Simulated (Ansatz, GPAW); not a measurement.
# BN in line between two Cu chains: relaxation, then transmission at several levels, part 3 of 3

How well does BN in line between two Cu chains conduct once its atoms have relaxed, and how much do cheaper levels lose?

GPAW 26.7.0 and Ansatz 0.2.0; Ansatz plane waves; relaxation of the junction with the lead ends held (the session's first sound run).

So far, transmission at the Fermi level (one spin): step 3 (plane waves, PBE) 0.139; step 5 (GPAW, szp: basis = "szp(dzp)", PBE, GPAW) 0.182; step 6 (minimal basis, PBE, GPAW) 0.179; step 7 (LDA in the dzp basis: xc = "LDA") 0.159; step 8 (the structure as built: geometry = "as built", PBE, GPAW) 0.196.

## Step 10: The levels side by side (continued)

Table of transmission, zone mean, sum over the listed spins by energy, zero at the Fermi level:

```
energy (eV)  pw-pbe     dzp     szp      sz  dzp-LDA  asbuilt
     -2.000  0.0183  0.0260  0.0335  0.0477   0.0268   0.0904
     -1.800  0.0879  0.0991   0.107  0.0941   0.0957   0.0904
     -1.600   0.211   0.165   0.164   0.284    0.161    0.886
     -1.425    1.14   0.729   0.333   0.329    0.900    0.852
     -1.400   0.865    1.01   0.338   0.363    0.917    0.861
     -1.200   0.881   0.727   0.118   0.477    0.702     1.09
     -1.000   0.692   0.968   0.543   0.406    0.914     1.27
     -0.825   0.959    1.21    1.34    1.07     1.16     1.50
     -0.800    1.11    1.18    1.34    1.07     1.10     1.50
     -0.725    1.19   0.803    1.05    1.01    0.767     1.41
     -0.600    1.21    1.06   0.766   0.966     1.01     1.19
     -0.475   0.608   0.483    1.30    1.58    0.448     1.18
     -0.400   0.569   0.474   0.637   0.773    0.442     1.28
     -0.325   0.735   0.712    1.14    1.48    0.667     1.41
     -0.275    1.01    1.15    1.44    1.03     1.09     1.48
     -0.250    1.16    1.33    1.27   0.712     1.30     1.49
     -0.225    1.26    1.30   0.959   0.517     1.33     1.48
     -0.200    1.10   0.997   0.703   0.417     1.06     1.41
      0.000   0.139   0.169   0.182   0.179    0.159    0.196
      0.200  0.0943   0.110   0.117   0.118    0.103    0.127
      0.400  0.0692  0.0793  0.0841  0.0882   0.0737   0.0931
      0.600  0.0544  0.0615  0.0649  0.0706   0.0566   0.0745
      0.800  0.0458  0.0510  0.0537  0.0594   0.0467   0.0635
      1.000  0.0413  0.0454  0.0474  0.0521   0.0414   0.0569
      1.200  0.0397  0.0433  0.0445  0.0475   0.0393   0.0530
      1.400  0.0404  0.0440  0.0441  0.0448   0.0399   0.0507
      1.600  0.0436  0.0473  0.0458  0.0437   0.0428   0.0495
      1.800  0.0494  0.0535  0.0494  0.0438   0.0484   0.0488
      2.000  0.0590  0.0630  0.0551  0.0452   0.0570   0.0482
```

## Step 11: A varied run

One more run, with changed settings.

This step: GPAW LCAO, PAW setups; Landauer transmission from Green's functions with principal layers (ASE), zero bias (GPAW 26.7.0).

File run.py:

```python
import json
import numpy as np
from ase import Atoms
from ase.transport.calculators import TransportCalculator
from gpaw import GPAW, FermiDirac
from gpaw.lcao.tools import get_lcao_hamiltonian
from scipy.linalg import eigh

# The junction with lead layers at both ends, along the third cell vector
device = Atoms(
    ['Cu', 'Cu', 'Cu', 'Cu', 'Cu', 'Cu', 'B', 'N', 'Cu', 'Cu', 'Cu', 'Cu', 'Cu', 'Cu'],
    positions=[
        [4.50000, 4.50000, 1.15000],
        [4.50000, 4.50000, 3.45000],
        [4.50000, 4.50000, 5.75000],
        [4.50000, 4.50000, 8.05000],
        [5.08198, 4.28492, 10.36720],
        [4.20776, 4.52298, 12.67994],
        [4.48735, 4.43688, 14.59510],
        [4.58425, 4.46289, 15.88235],
        [4.56143, 4.55330, 17.66528],
        [4.43631, 3.68467, 19.88950],
        [4.50000, 4.50000, 22.14980],
        [4.50000, 4.50000, 24.44980],
        [4.50000, 4.50000, 26.74980],
        [4.50000, 4.50000, 29.04980]],
    cell=[[9.0, 0.0, 0.0], [0.0, 9.0, 0.0], [0.0, 0.0, 30.1998]],
    pbc=True)

# One principal layer of the lead: the first 3 atoms of the device
lead = Atoms(
    ['Cu', 'Cu', 'Cu'],
    positions=[
        [4.50000, 4.50000, 1.15000],
        [4.50000, 4.50000, 3.45000],
        [4.50000, 4.50000, 5.75000]],
    cell=[[9.0, 0.0, 0.0], [0.0, 9.0, 0.0], [0.0, 0.0, 6.9]],
    pbc=True)

settings = dict(mode='lcao', basis='dzp', xc='PBE', h=0.4,
                occupations=FermiDirac(0.1), maxiter=60,
                mixer=dict(beta=0.1, nmaxold=8, weight=100.0),
                convergence=dict(density=0.0001))
energies = np.arange(-2, 2 + 1e-9, 0.025)
eta = 0.0001
n1, n2 = 1, 1
# k and -k transmit alike, so half of the mesh across the current serves
mesh = [(i, j) for i in range(n1) for j in range(n2) if (i, j) <= (-i % n1, -j % n2)]
weights = np.array([1 if (i, j) == (-i % n1, -j % n2) else 2 for i, j in mesh]) / (n1 * n2)

# [... helper functions left out ...]
fermi_lead = ground_state(lead, (1, 1, 16), 'lead.txt')
fermi_device = ground_state(device, (1, 1, 3), 'device.txt')
# [... loop over the mesh left out, but for ...]
        # Shift the lead onto the potential of the device's first layer
        shift = ((H[:, 0, 0] - H0[:, 0, 0]) / S0[0, 0]).real.mean()
# [...]
kT = 8.617333e-5 * 300
bias = [0.1, 0.2, 0.5, 1.0, 1.5, 2.0]
# [... integrals and printing left out ...]
```

Run with:

```
> OMP_NUM_THREADS=1 OPENBLAS_NUM_THREADS=1 python run.py
```

Elapsed: 36 s, on 1 thread of AMD EPYC 7R43, shared host; peak memory 0.34 GiB.

The run finished. A setting was moved off its sound value on purpose, so it serves as a test and not as the result.

The fault put into the input: a grid far too coarse (h = 0.4).

Side by side:

```
                                           quantity   this run  sound run  difference
                                   conductance (G₀)    0.36887    0.17281       0.196
largest coupling past the next principal layer (eV)   4.590e-5   4.594e-5     -3.9e-8
   largest misfit of the first principal layer (eV)   0.064386   0.031932      0.0325
                    shift that aligns the lead (eV)  0.0039758   0.012050    -0.00807
         transmission at the Fermi level (one spin)    0.36353    0.16880       0.195
```

One result that differs is the transmission at the Fermi level (one spin), 0.364 against 0.169.

## Step 12: Results

| Property | Result |
| --- | --- |
| conductance | 0.173 G₀ |
| transmission at the Fermi level, mean of the spins | 0.169 |
| open channels of the lead there | 1 |

What this shows: In the dzp basis the junction conducts 0.173 G₀ at 300 K, with T = 0.169 a spin at the Fermi level; the sz basis reaches that conductance within 10 %. Relaxation moved atoms by up to 0.82 Å and took the conductance from 0.202 to 0.173 G₀, as a ratio a larger change than the step from dzp to the minimal basis. Plane waves (PBE) give T = 0.139 there. The scatterer reflects about 83 % of the incoming channels at the Fermi level. At the Fermi level one eigenchannel carries the current (0.17). Measured against the first run (pw-pbe), the nearest curve is that of dzp-LDA (r.m.s. 0.14) and the farthest that of asbuilt (0.33). Over the compared runs wall time goes from 107 s (sz) to 146 s (asbuilt), on a shared host; the plane-wave run used 4 threads and the orbital runs 1. The leads kept an estimated spacing and the cell its length, so the junction may be under some tension or compression. An evenly spaced straight chain is an idealisation: free chains tend to dimerise, zigzag or, where a band edge lies near the Fermi level, turn magnetic. The currents use the zero-bias T(E) throughout, which holds only while the bias is small against the distance to the nearest feature. The thermopower isn't quoted: it samples T(E) farther from the Fermi level than the conductance does, and the energy grid wasn't tested for it.

[Logs are printed without paths, hosts, clocks, repeated set-up lines and the standing remarks that a program may print on its own settings, such as how far it seeks lower states.]

[Hosts, paths, dates, database ids (printed as entryN), source tags and the programs' standing remarks are cut or masked in the printed files.]
